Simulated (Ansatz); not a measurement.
# Calculated Bi-209 nuclear quadrupole resonance for V₂Bi₄O₁₁

Cell: a Materials Project structure (computed, not necessarily an observed phase), taken as it stands.

```yaml
crystal:
  lattice:
    - [5.96735, 0.00000, 0.00000]
    - [1.01163, 5.94808, 0.00000]
    - [0.49552, 2.97249, 7.55132]
  atoms:
    - { symbol: V, position: [0.42854, 0.51035, 0.00152] }
    - { symbol: V, position: [0.98842, 0.94687, 0.00212] }
    - { symbol: Bi, position: [0.45283, 0.11023, 0.66084] }
    - { symbol: Bi, position: [0.94708, 0.25718, 0.34735] }
    - { symbol: Bi, position: [0.94640, 0.60119, 0.65705] }
    - { symbol: Bi, position: [0.44909, 0.76952, 0.34388] }
    - { symbol: O, position: [0.73648, 0.99037, 0.49262] }
    - { symbol: O, position: [0.23812, 0.98581, 0.51474] }
    - { symbol: O, position: [0.40079, 0.24399, 0.00073] }
    - { symbol: O, position: [0.05421, 0.17573, 0.80562] }
    - { symbol: O, position: [0.56159, 0.47326, 0.19922] }
    - { symbol: O, position: [0.73422, 0.47953, 0.51265] }
    - { symbol: O, position: [0.23516, 0.49890, 0.48839] }
    - { symbol: O, position: [0.13515, 0.65672, 0.00323] }
    - { symbol: O, position: [0.55933, 0.67290, 0.80318] }
    - { symbol: O, position: [0.05302, 0.97872, 0.19961] }
    - { symbol: O, position: [0.71646, 0.92472, 0.00065] }
```

Atoms are numbered from 1 in the order listed; like atoms form one site, named after its first atom.

The numbers come from a DFT calculation in Ansatz (r2SCAN, plane waves and PAW, scalar-relativistic, 500 eV cutoff, Γ-centred 4×4×3 k-points, Fermi–Dirac smearing 0.02 eV).

Bi-209: I = 9/2, Q = -516.0 mb (year-2017 value). Static lattice, zero field.

Problem. Predict the zero-field Bi-209 lines of each site.

Solution. For I = 9/2 and η = 0 the lines are |C_Q|/24 times 1, 2, 3 and 4; η shifts the lowest up most.

| site | atoms | V_zz (10²¹ V/m²) | C_Q (MHz) | η | line frequencies (MHz) |
| --- | --- | --- | --- | --- | --- |
| Bi3 | 3 | -38.2 | 476 | 0.64 | 38.8, 52.6, 54.7, 76.7 |
| Bi4 | 4 | -43.9 | 548 | 0.60 | 43.9, 57.8, 63.5, 88.6 |
| Bi5 | 5 | -44.2 | 552 | 0.58 | 43.9, 57.1, 64.2, 89.4 |
| Bi6 | 6 | -38.8 | 485 | 0.63 | 39.3, 52.9, 55.8, 78.1 |

At this cell the r2SCAN pressure is -6 GPa, so with r2SCAN the cell would shrink if it were relaxed. The entry's cell may itself be off. The largest force is 1.7 eV/Å, so the atoms aren't at the calculated equilibrium and relaxing them would move these values. Spin–orbit coupling is left out, which shifts gradients on Bi by a few per cent, and by more where contributions nearly cancel. Newer work puts Q(²⁰⁹Bi) near −420 mb, which would lower these couplings by about a fifth.
